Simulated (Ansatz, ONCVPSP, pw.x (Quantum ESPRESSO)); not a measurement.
From atom to crystal: ONCV potential for Co

Co, optimised norm-conserving Vanderbilt (ONCV), made with ONCVPSP 4.0.1.1 (patched build) (PBEsol, scalar-relativistic). Core [Ne], reference 3s2 3p6 3d7 (charge +2). Waves: 3s: rc 1.25 bohr, ncon 3, nbas 6, qcut 10.1 1/bohr, 2 projectors, debl 2.2 Ha; 3p: rc 0.90 bohr, ncon 3, nbas 7, qcut 9.6 1/bohr, 3 projectors, debl 1.9 Ha; 3d: rc 1.50 bohr, ncon 4, nbas 8, qcut 10.7 1/bohr, 2 projectors, debl 3.3 Ha. Local part: polynomial inside 0.60 bohr (lpopt 5, dvloc0 6 Ha). Core correction: Teter function, fcfact 2, rcfact 1.2.

In the s channel the program set the typed energies aside and used -4.453, 0.250 Ha. In the p channel the program set the typed energies aside and used -3.108, 0.250, 2.150 Ha.

Atomic tests: cutoffs needed: 45 Ha and 50 Ha (the cutoffs (Ha) at which the residual kinetic energy of the hardest occupied pseudo-wave falls to 1 and 0.1 mHa per electron); ghost test: no bound ghost flagged; GHOST(+) flagged for s at 362.4 eV; largest excitation error: +61 meV (all-electron minus pseudo) for 3s2 3p6 3d6, out of 4 test configurations.

Crystal test: bcc Co in pw.x 7.5, no spin, 17³ k-points, Fermi–Dirac smearing 0.01 Ry, cutoffs 120/480 Ry. The reference is all-electron LAPW (Ansatz 0.2.0) with the same functional, mesh and smearing; V0 and B0 come from Birch–Murnaghan fits to the pressures at five volumes. Errors are pseudo minus all-electron; Δ is the rms difference of the E(V) curves that follow from these fits, minima aligned, over ±6 % about the mean V0. Mesh and smearing are coarse, so the numbers serve the comparison and aren't converged zero-temperature values; the lattice is a test structure that the element need not adopt. Spin polarisation and strong correlation are left out, which matters for this element.

| V (Å³/atom) | P all-electron (GPa) | P pseudo (GPa) |
| --- | --- | --- |
| 9.621 | 16.34 | 15.95 |
| 9.874 | 8.02 | 7.64 |
| 10.127 | 0.79 | 0.39 |
| 10.380 | -5.46 | -5.88 |
| 10.633 | -10.89 | -11.31 |

All-electron: a0 = 2.729 Å (V0 = 10.16 Å³/atom), B0 = 264.8 GPa.

Pseudopotential: mean pressure error (GPa): -0.40; a0 (Å): 2.727; a0 error (%): -0.05; B0 error (%): +0.9; Δ (meV/atom): 0.9.

Task: At the middle volume, how do free energy and pressure move when the wave cutoff is lowered (ecutrho kept at four times it)?

Result:

```json
{"cutoff (Ry)": "54", "shift of F (meV/atom)": "+21171.7", "shift of P (GPa)": "-1193.10"}
{"cutoff (Ry)": "72", "shift of F (meV/atom)": "+2703.0", "shift of P (GPa)": "-274.99"}
{"cutoff (Ry)": "96", "shift of F (meV/atom)": "+48.5", "shift of P (GPa)": "-10.33"}
```

Input at the middle volume:

```
&control
  calculation='scf', prefix='x', pseudo_dir='./', outdir='./tmp', tstress=.true., disk_io='low'
/
&system
  ibrav=0, nat=1, ntyp=1, ecutwfc=120, ecutrho=480, nbnd=17,
  occupations='smearing', smearing='fd', degauss=0.01
/
&electrons
  conv_thr=1e-09, mixing_beta=0.4, electron_maxstep=70
/
ATOMIC_SPECIES
Co 1.0 Co.UPF
CELL_PARAMETERS angstrom
  -1.36293017 1.36293017 1.36293017
  1.36293017 -1.36293017 1.36293017
  1.36293017 1.36293017 -1.36293017
ATOMIC_POSITIONS crystal
Co 0.0000 0.0000 0.0000
K_POINTS automatic
17 17 17 0 0 0
```

```bash
pw.x < Co.scf.in > Co.scf.out
```

Lines of the output:

```
Message from routine setup:
     using ibrav=0 with symmetry is DISCOURAGED, use correct ibrav instead
     lattice parameter (alat)  =       4.4610  a.u.
     unit-cell volume          =      68.3404 (a.u.)^3
     number of electrons       =        17.00
     number of Kohn-Sham states=           17
     kinetic-energy cutoff     =     120.0000  Ry
     charge density cutoff     =     480.0000  Ry
     scf convergence threshold =      1.0E-09
     Exchange-correlation= PBESOL
     number of k points=   165  Fermi-Dirac smearing, width (Ry)=  0.0100
     iteration #  1     ecut=   120.00 Ry     beta= 0.40
     total energy              =    -283.25417239 Ry
     estimated scf accuracy    <      17.36149000 Ry
     iteration #  2     ecut=   120.00 Ry     beta= 0.40
     total energy              =    -287.30392895 Ry
     estimated scf accuracy    <       1.05842514 Ry
     iteration #  3     ecut=   120.00 Ry     beta= 0.40
     total energy              =    -287.53613630 Ry
     estimated scf accuracy    <       0.02885703 Ry
     iteration #  4     ecut=   120.00 Ry     beta= 0.40
     total energy              =    -287.54528227 Ry
     estimated scf accuracy    <       0.01382967 Ry
     iteration #  5     ecut=   120.00 Ry     beta= 0.40
     total energy              =    -287.54734666 Ry
     estimated scf accuracy    <       0.00007003 Ry
     iteration #  6     ecut=   120.00 Ry     beta= 0.40
     total energy              =    -287.54737423 Ry
     estimated scf accuracy    <       0.00000650 Ry
     iteration #  7     ecut=   120.00 Ry     beta= 0.40
     total energy              =    -287.54737204 Ry
     estimated scf accuracy    <       0.00000563 Ry
     iteration #  8     ecut=   120.00 Ry     beta= 0.40
     total energy              =    -287.54737316 Ry
     estimated scf accuracy    <       0.00000011 Ry
     iteration #  9     ecut=   120.00 Ry     beta= 0.40
     total energy              =    -287.54737313 Ry
     estimated scf accuracy    <       0.00000009 Ry
     iteration # 10     ecut=   120.00 Ry     beta= 0.40
     total energy              =    -287.54737314 Ry
     estimated scf accuracy    <          7.0E-09 Ry
     iteration # 11     ecut=   120.00 Ry     beta= 0.40
     the Fermi energy is    20.3668 ev
!    total energy              =    -287.54737314 Ry
     estimated scf accuracy    <          9.1E-11 Ry
     smearing contrib. (-TS)   =      -0.01337531 Ry
     The total energy is F=E-TS. E is the sum of the following terms:
     one-electron contribution =    -127.00333139 Ry
     hartree contribution      =      74.95094546 Ry
     xc contribution           =     -31.30533024 Ry
     ewald contribution        =    -204.17628165 Ry
     convergence has been achieved in  11 iterations
          total   stress  (Ry/bohr**3)                   (kbar)     P=        3.94
```

The run at the middle volume (165 k-points, 11 iterations) took about 72 s on one core of a shared host (Neoverse-N1, 64 threads, 124 GiB, load 58).
